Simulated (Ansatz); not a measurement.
**Ge: moving one atom along a line**

The task, for Ge: map the energy as atom 1 (Ge) is pushed off its site.

Program: Ansatz 0.2.0. Level of theory: DFT PBEsol, scalar-relativistic, plane waves, PAW. These are calculated values, not measurements.

2 further runs of the same task are left out: 2 set aside as unsound or not needed. Runs told in other sessions of the task aren't counted.

**1. The system as given**

The structure is hexagonal, space group P6_3/mmc (No. 194). The conventional cell has a = 3.997 Å, b = 3.997 Å, c = 6.596 Å, α = 90.00°, β = 90.00°, γ = 120.00°. Around Ge (site symmetry 3m) lie 4 Ge at 2.45 to 2.47 Å.

Coordinates:

```cif
data_structure
_symmetry_space_group_name_H-M 'P 1'
_symmetry_Int_Tables_number 1
_cell_length_a 3.9970
_cell_length_b 3.9970
_cell_length_c 6.5964
_cell_angle_alpha 90.000
_cell_angle_beta 90.000
_cell_angle_gamma 120.000
_cell_volume 91.26
loop_
_atom_site_label
_atom_site_type_symbol
_atom_site_fract_x
_atom_site_fract_y
_atom_site_fract_z
_atom_site_occupancy
Ge1 Ge 0.66667 0.33333 0.06291 1
Ge2 Ge 0.33333 0.66667 0.56291 1
Ge3 Ge 0.66667 0.33333 0.43709 1
Ge4 Ge 0.33333 0.66667 0.93709 1
```

It goes back to an entry of the Materials Project, which need not be the stable form.

This cell was relaxed beforehand with the same method: volume 22.82 Å³/atom, gap on the mesh none (metal).

**2. Zero of energy**

Reference values: F = -17013.9238 eV; pressure -0.01 GPa; largest force 0.004 eV/Å; gap on the mesh none (metal). It was computed beforehand with the settings of the runs below.

**3. Setting up moving one atom along a line**

Atom 1 (Ge) is moved by x along the Cartesian unit vector (0.000, 0.000, 1.000); the cell and all other atoms stay fixed. Forces below are components along that vector, summed over the moved atoms. In a periodic cell its images move with it.

**4. Point x = -0.600 Å**

Input file input.yaml:

```yaml
crystal:
  lattice:
    - [3.9969678618, 0.0, 0.0]
    - [-1.9984839309, 3.4614757064, 0.0]
    - [0.0, 0.0, 6.5963651449]
  atoms:
    - { symbol: Ge, position: [0.6666666667, 0.3333333333, -0.0280473287] }
    - { symbol: Ge, position: [0.3333333333, 0.6666666667, 0.5629118567] }
    - { symbol: Ge, position: [0.6666666667, 0.3333333333, 0.4370881433] }
    - { symbol: Ge, position: [0.3333333333, 0.6666666667, 0.9370881433] }
basis:
  ecutwfc: 420
kpoints:
  mp_grid: { grid: [12, 12, 8] }
hamiltonian:
  xc: pbesol
scf:
  occupations: { method: gaussian, width: 0.15 }
output:
  forces: true
  stress: true
  eigenvalues: true
```

Launch:

```console
$ ansatz run input.yaml --threads 1 --pin off --max-ram 2560MiB --backend cpu --events-out ev --progress --plain --runs-dir out
```

**5. At x = 0.450 Å**

input.yaml: that of step 4 with these lines changed.

```diff
@@ -6,3 +6,3 @@
   atoms:
-    - { symbol: Ge, position: [0.6666666667, 0.3333333333, -0.0280473287] }
+    - { symbol: Ge, position: [0.6666666667, 0.3333333333, 0.1311312457] }
     - { symbol: Ge, position: [0.3333333333, 0.6666666667, 0.5629118567] }
```

**6. Point x = -0.300 Å**

input.yaml: that of step 5 with these lines changed.

```diff
@@ -6,3 +6,3 @@
   atoms:
-    - { symbol: Ge, position: [0.6666666667, 0.3333333333, 0.1311312457] }
+    - { symbol: Ge, position: [0.6666666667, 0.3333333333, 0.017432264] }
     - { symbol: Ge, position: [0.3333333333, 0.6666666667, 0.5629118567] }
@@ -22 +22,5 @@
   eigenvalues: true
+  write_density: true
+  write_potential: true
+  elf: true
+  volumetric_format: npy
```

**7. At x = 0.150 Å**

input.yaml: that of step 6 with these lines changed.

```diff
@@ -6,3 +6,3 @@
   atoms:
-    - { symbol: Ge, position: [0.6666666667, 0.3333333333, 0.017432264] }
+    - { symbol: Ge, position: [0.6666666667, 0.3333333333, 0.085651653] }
     - { symbol: Ge, position: [0.3333333333, 0.6666666667, 0.5629118567] }
@@ -22,5 +22 @@
   eigenvalues: true
-  write_density: true
-  write_potential: true
-  elf: true
-  volumetric_format: npy
```

**8. x = 0.600 Å**

input.yaml: that of step 7 with these lines changed.

```diff
@@ -6,3 +6,3 @@
   atoms:
-    - { symbol: Ge, position: [0.6666666667, 0.3333333333, 0.085651653] }
+    - { symbol: Ge, position: [0.6666666667, 0.3333333333, 0.1538710421] }
     - { symbol: Ge, position: [0.3333333333, 0.6666666667, 0.5629118567] }
```

**9. At x = -0.450 Å**

input.yaml: that of step 8 with these lines changed.

```diff
@@ -6,3 +6,3 @@
   atoms:
-    - { symbol: Ge, position: [0.6666666667, 0.3333333333, 0.1538710421] }
+    - { symbol: Ge, position: [0.6666666667, 0.3333333333, -0.0053075323] }
     - { symbol: Ge, position: [0.3333333333, 0.6666666667, 0.5629118567] }
```

**10. Point x = 0.300 Å**

input.yaml: that of step 9 with these lines changed.

```diff
@@ -6,3 +6,3 @@
   atoms:
-    - { symbol: Ge, position: [0.6666666667, 0.3333333333, -0.0053075323] }
+    - { symbol: Ge, position: [0.6666666667, 0.3333333333, 0.1083914494] }
     - { symbol: Ge, position: [0.3333333333, 0.6666666667, 0.5629118567] }
```

**11. Point x = -0.150 Å**

input.yaml: that of step 10 with these lines changed.

```diff
@@ -6,3 +6,3 @@
   atoms:
-    - { symbol: Ge, position: [0.6666666667, 0.3333333333, 0.1083914494] }
+    - { symbol: Ge, position: [0.6666666667, 0.3333333333, 0.0401720604] }
     - { symbol: Ge, position: [0.3333333333, 0.6666666667, 0.5629118567] }
```

**12. At x = 0.525 Å**

input.yaml: that of step 11 with these lines changed.

```diff
@@ -6,3 +6,3 @@
   atoms:
-    - { symbol: Ge, position: [0.6666666667, 0.3333333333, 0.0401720604] }
+    - { symbol: Ge, position: [0.6666666667, 0.3333333333, 0.1425011439] }
     - { symbol: Ge, position: [0.3333333333, 0.6666666667, 0.5629118567] }
```

(Steps that only read results are left out.)

What does the calculation give?

The runs gave:

| quantity | value |
| --- | --- |
| force constant along x, over ±0.150 Å | 12.12 eV/Å² |

In words: Near the site the force constant is 12.12 eV/Å²; for the mass of Ge against a rigid frame that is a vibration of about 213 cm⁻¹. The step of 0.15 Å is wide, so anharmonic terms mix in. The undisturbed cell stays the lowest of the sampled points. The well is lopsided: x = 0.600 Å costs 3658 meV against 1173 meV on the other side, and the dearer side brings atoms closer together. Where forces pass 15 eV/Å atoms stand far too close, the PAW spheres overlap strongly and those numbers are rough.
